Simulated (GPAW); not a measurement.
Runs of GPAW 26.7.0 on LiF (Griceite). It takes space group Fm-3m (No. 225, cubic). The conventional cell has a = 4.028 Å, b = 4.028 Å, c = 4.028 Å, α = 90.00°, β = 90.00°, γ = 90.00°. F (site symmetry m-3m) is surrounded by 6 Li at 2.01 Å. Around Li (site symmetry m-3m) lie 6 F at 2.01 Å. 

```csv
task,level,potentials or basis,cell,k mesh,cutoff (eV),smearing,optimizer,fmax,max steps,convergence,band path,mesh quality,gap on the mesh (eV),pressure (GPa),relaxed volume (Å³/atom)
single point,TB-mBJ,"GPAW PAW data sets for LDA (gpaw-data 1.2.1), pw",as given,11 × 11 × 11,800,fermi-dirac 0.05 eV,-,-,-,-,-,not flagged,11.81,-,-
relaxation of cell and atoms,PBEsol+D3(BJ)+ATM,"PAW data sets generated in the run's folder for this functional, pw",relaxed,11 × 11 × 11,800,fermi-dirac 0.05 eV,BFGS,0.02 eV/Å,60,density=1e-05 forces=0.0001,-,not flagged,9.52,0.4,7.62
band structure,LDA,"PAW data sets generated in the run's folder for this functional, pw",as given,11 × 11 × 11,800,fermi-dirac 0.05 eV,-,-,-,-,"GXWKGLUWLK,UX",not flagged,8.82,(b),-
band structure,r2SCAN,"GPAW PAW data sets (gpaw-data 1.2.1), pw",as given,11 × 11 × 11,800,fermi-dirac 0.05 eV,-,-,-,-,"GXWKGLUWLK,UX",not flagged,10.04,-1.9,-
relaxation of cell and atoms,PBEsol+D3,"PAW data sets generated in the run's folder for this functional, pw",relaxed,11 × 11 × 11,800,fermi-dirac 0.05 eV,BFGS,0.02 eV/Å,60,density=1e-05 forces=0.0001,-,not flagged,(c),0.0,7.59
dielectric tensor,LDA,"the program's PAW data sets (release 1.2.1) made for this functional, pw",as given,9 × 9 × 9,600,fermi-dirac 0.001 eV,-,-,-,-,-,not flagged,8.80,-,-
band structure,PBEint,"PAW data sets generated in the run's folder for this functional, pw",as given,11 × 11 × 11,800,fermi-dirac 0.05 eV,-,-,-,-,"GXWKGLUWLK,UX",not flagged,8.98,-0.1,-
band structure,WC,"PAW data sets generated in the run's folder for this functional, pw",as given,11 × 11 × 11,800,fermi-dirac 0.05 eV,-,-,-,-,"GXWKGLUWLK,UX",not flagged,8.91,-2.1,-
single point,RPBE,"the program's PAW data sets (release 1.2.1) made for this functional, pw",as given,11 × 11 × 11,800,gaussian 0.1 eV,-,-,-,-,-,not flagged,9.33,6.2,-
single point,PBE,"GPAW PAW data sets (gpaw-data 1.2.1), pw",as given,11 × 11 × 11,800,gaussian 0.05 eV,-,-,-,-,-,not flagged,(a),2.0,-
relaxation of cell and atoms,PBEsol+D4,"PAW data sets generated in the run's folder for this functional, pw",relaxed,11 × 11 × 11,800,fermi-dirac 0.05 eV,BFGS,0.02 eV/Å,60,density=1e-05 forces=0.0001,-,not flagged,9.29,0.2,7.81
```

Alike in all rows: no spin polarisation.

Task: Estimate the missing entries.

Result: (a) 9.07; (b) -8.0; (c) 9.55.

Caveats: the data sets keep Ga 3d, Li 1s and Be 1s frozen, and some such compounds lay over 1.5 % in volume off other programs (some runs); an odd mesh through Γ misses points on the zone boundary, where band edges often lie (some runs); later steps reuse the first step's grids (some runs); the PAW data sets were made with another functional, which shifts forces and pressure a little (some runs); a model potential gives levels but no total energy (some runs); the long-wavelength limit can be off by a per cent or two (some runs).

Not every run made on this cell is shown here.
